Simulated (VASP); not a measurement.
# PbSe (Clausthalite): single point with PBE

**Experimental background.**

From a printed reference work, monograph, for a bulk crystal of PbSe at 300 K: band gap 0.28 eV (direct).

Crystal: PbSe (Clausthalite).

```
Pb Se
1.0
     0.00000    3.06065    3.06065
     3.06065    0.00000    3.06065
     3.06065    3.06065    0.00000
Pb Se
1 1
Direct
  0.00000 0.00000 0.00000
  0.50000 0.50000 0.50000
```

```json
{"Program": "VASP 6.6.1", "Task": "single point", "Functional": "PBE", "Potentials or basis": "VASP PAW PBE potentials, release 64 (Pb_d, Se)", "Cutoff": "520 eV", "k mesh": "8 × 8 × 8", "Occupations": "gaussian, width 0.026 eV", "Spin": "no spin polarisation"}
```

- Pressure: 2.4 GPa
- Band gap on the k mesh: 0.29 eV, direct

Levels at points of the mesh, in eV from the valence-band top:
```
           k point  band 8  band 9  band 10  band 11  band 12  band 13
(0.00, 0.00, 0.00)   -1.88   -1.88    -1.88     4.71     4.71     4.71
(0.50, 0.00, 0.00)   -1.47   -1.47     0.00     0.29     1.70     1.70
(0.50, 0.50, 0.00)   -4.98   -3.24    -3.24     3.69     5.61     5.61
```

Wall time 15 s on 1 thread of Intel Xeon 6975P-C, on a shared host, peak memory 0.19 GiB.

Against the measured gap of PbSe, 0.28 eV (direct; 300 K; a printed reference work, monograph), the calculated 0.29 eV is off by +0.01 eV. 2 values of this kind are on record (0.15 to 0.28 eV); this one was drawn at random. Spin-orbit coupling on Pb, Se is left out. The value is that of PBE on a finite k mesh, which can miss the band edges, without temperature or zero-point motion.

Caveat: spin-orbit coupling is left out, which moves the levels of the heavy elements.
